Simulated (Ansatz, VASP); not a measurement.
# BiS in VASP and in Ansatz

```
Bi S
1.0
     4.00294    0.00000    0.00000
     0.00000    4.00294    0.00000
     0.00000    0.00000    4.00294
Bi S
1 1
Cartesian
  2.0015 2.0015 2.0015
  0.0000 0.0000 0.0000
```

The cell was built by a generator and needn't be a form met in nature.

Alike in both runs: functional PBEsol; k mesh 5 × 5 × 5; occupations fermi-dirac, width 0.05 eV; non-collinear spin, spin-orbit coupling.

|  | VASP | Ansatz |
| --- | --- | --- |
| version | VASP 6.6.1 | Ansatz 0.2.0 |
| potentials or method | VASP PAW PBE potentials, release 64 (Bi_d, S) | Ansatz PAW |
| plane-wave cutoff (eV) | 520 | 420 |
| valence electrons in the cell | 21 | 21 |
| task | single point | band structure |

|  | VASP | Ansatz | Ansatz less VASP |
| --- | --- | --- | --- |
| gap on the k mesh at the Fermi level (eV) | none | none | - |
| pressure (GPa) | -11.4 | -11.0 | +0.40 |
| net moment per atom (μB) | 0.00 | 0.00 | 0.000 |

A gap of «none» marks a metal or a gap that the smearing closes. The functional is the same, so the differences come from potentials, cutoffs and numerics.

Caveats: the PAW data sets were made with another functional, which shifts forces and pressure a little (VASP); the PAW data sets come from PBE, with cores solved anew for the run's functional, which leaves a small shift of forces and pressure (Ansatz).
